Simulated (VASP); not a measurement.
# HgTe: self-consistent run, by functional and exact exchange

HgTe, F-43m (no. 216), 2 atoms in the cell.

| Functional | Exact exchange | Pressure (GPa) | Gap on the mesh (eV) | Time (s) |
|---|---|---|---|---|
| B3P86 | 0.2 | 3.93 | 0.499 | 336 |
| PBEmol0 | 0.25 | 4.00 | 0.732 | 941 |
| B97-3 | 0.2693 | 5.71 | 0.970 | 187 |
| HSE12s | 0.425 | 3.55 | 0.000 | 158 |
| BHandHLYP | 0.5 | 4.37 | 2.041 | 147 |

Limits: the k mesh is coarse, so the gap and the pressure can be far off.

## Input of the first row

INCAR.step1:
```
SYSTEM = HgTe
  ALGO = Normal
  EDIFF = 1E-5
  ENCUT = 450
  GGA = PE
  ISIF = 2
  ISMEAR = 0
  LASPH = .True.
  LCHARG = .False.
  LREAL = .False.
  LWAVE = .True.
  NELM = 100
  PREC = Accurate
  SIGMA = 0.02
```

INCAR.step2, as INCAR.step1 but for:
```
- EDIFF = 1E-5
- GGA = PE
- LWAVE = .True.
+ AEXX = 0.2
+ EDIFF = 1E-6
+ GGA = LIBXC
+ ISTART = 1
+ LHFCALC = .True.
+ LIBXC1 = HYB_GGA_XC_B3P86
+ LWAVE = .False.
+ PRECFOCK = Fast
```

KPOINTS:
```
k-points
0
Gamma
  4 4 4
```

POSCAR:
```
HgTe
1.0
    0.0000000000      3.2145000000      3.2145000000
    3.2145000000      0.0000000000      3.2145000000
    3.2145000000      3.2145000000      0.0000000000
Hg Te
1 1
Direct
    0.0000000000      0.0000000000      0.0000000000
    0.7500000000      0.7500000000      0.7500000000
```

Commands (each step's output is kept before the next begins):
```
cat potpaw_PBE.64/Hg/POTCAR potpaw_PBE.64/Te/POTCAR > POTCAR
cp INCAR.step1 INCAR
mpirun -np 1 vasp_std > vasp.out
cp INCAR.step2 INCAR
mpirun -np 1 vasp_std > vasp.out
```

Changes of the last row against the first:
```
(step 2)
- AEXX = 0.2
- LIBXC1 = HYB_GGA_XC_B3P86
+ AEXX = 0.5
+ LIBXC1 = HYB_GGA_XC_BHANDHLYP
```

VASP 6.6.1 took 336 s on 1 core (AMD EPYC 9R45 (Zen 5)), a shared host.
